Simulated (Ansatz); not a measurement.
Wanted: the native input for an Ansatz 0.2.0 run.

- Task: band structure
- Functional: PBEsol
- Potentials or basis: all-electron LAPW, scalar-relativistic
- Cutoff: 257 eV (chosen from the basis error)
- Basis error allowed: 0.002 eV/atom
- k mesh: 7 × 7 × 4
- Occupations: fermi-dirac, width 0.05 eV
- Spin: no spin polarisation

CdSe (Cadmoselite):

```
Cd Se
1.0
     4.30000    0.00000    0.00000
    -2.15000    3.72391    0.00000
     0.00000    0.00000    7.02000
Cd Se
2 2
Cartesian
  2.1500 1.2413 3.5100
  0.0000 2.4826 0.0000
  2.1500 1.2413 6.2127
  0.0000 2.4826 2.7027
```

One way to write it, as run:

input.yaml

```yaml
crystal:
  lattice:
    - [4.3, 0.0, 0.0]
    - [-2.15, 3.7239092363, 0.0]
    - [0.0, 0.0, 7.02]
  atoms:
    - { symbol: Cd, position: [0.6666666667, 0.3333333333, 0.5] }
    - { symbol: Cd, position: [0.3333333333, 0.6666666667, 0.0] }
    - { symbol: Se, position: [0.6666666667, 0.3333333333, 0.885] }
    - { symbol: Se, position: [0.3333333333, 0.6666666667, 0.385] }
kpoints:
  mp_grid: { grid: [7, 7, 4] }
  band_path:
    path:
      - [0.0, 0.0, 0.0]
      - [0.5, 0.0, 0.0]
      - [0.3333333333, 0.3333333333, 0.0]
      - [0.0, 0.0, 0.0]
      - [0.0, 0.0, 0.5]
      - [0.5, 0.0, 0.5]
      - [0.3333333333, 0.3333333333, 0.5]
      - [0.0, 0.0, 0.5]
    npoints: 12
scf:
  occupations: { method: fermi_dirac, width: 0.05 }
hamiltonian:
  xc: pbesol
  pseudopotentials: { kind: all_electron, lapw: { basis_error: 0.002 } }
output:
  forces: true
  stress: true
  eigenvalues: true
```

Potentials or basis: all-electron LAPW, scalar-relativistic.

Launch:

```console
$ ansatz run input.yaml --threads 2 --pin off --max-ram 8192MiB --backend cpu --events-out ev --progress --plain --runs-dir out
```

Results of the run:

* Pressure: 0.2 GPa
* Largest force: 0.265 eV/Å
* Band gap on the k mesh: 0.58 eV, direct
* Band gap along the path: 0.58 eV, direct

Run time: 68 s on 2 threads of Intel(R) Xeon(R) Processor @ 2.50GHz (Skylake/Cascade Lake) (shared host), peak memory 0.5 GiB.
